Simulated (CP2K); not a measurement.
## Pb under changes of volume

One of the cells (31.034 Å³/atom); the others are scaled copies at fixed shape and fractional positions:

```xyz
1
Lattice="3.4289 0.0000 0.0000 -1.1430 3.2328 0.0000 -1.1430 -1.6164 2.7997" Properties=species:S:1:pos:R:3 pbc="T T T"
Pb    0.0000    0.0000    0.0000
```

This isn't the form of Pb at room conditions, which is fcc.

* Program: CP2K 2026.2
* Functional: LDA
* Potentials or basis: GTH_POTENTIALS Pb GTH-PADE-q4; TZVP-MOLOPT-PBE-GTH basis
* Density cutoff: 6123 eV
* k mesh: 9 × 9 × 9
* Occupations: fermi-dirac, width 0.05 eV
* Spin: no spin polarisation

| volume (Å³/atom) | energy over the lowest point (meV/atom) | pressure (GPa) |
| --- | --- | --- |
| 29.172 | 0.00 | -2.1 |
| 29.792 | ? | ? |
| 30.413 | 22.68 | -3.7 |
| 31.034 | 38.59 | -4.3 |
| 31.654 | 57.00 | -4.9 |
| 32.275 | 77.51 | -5.4 |
| 32.896 | 99.77 | -5.8 |

Q: What does the run at 29.792 Å³/atom give?

A: Energy over the lowest point 9.69 meV/atom; pressure -2.9 GPa.

Worked out: A Birch-Murnaghan fit of order 3 (a polynomial in V^(-2/3)) to the other rows has no minimum within the range. It gives 9.63 meV/atom at 29.792 Å³/atom, against the run's 9.69, and -dE/dV = -2.9 GPa, against -2.9.

Energies are extrapolated to zero smearing.

Caveats: the basis of atomic orbitals isn't converged, which shifts pressures, moduli and gaps.
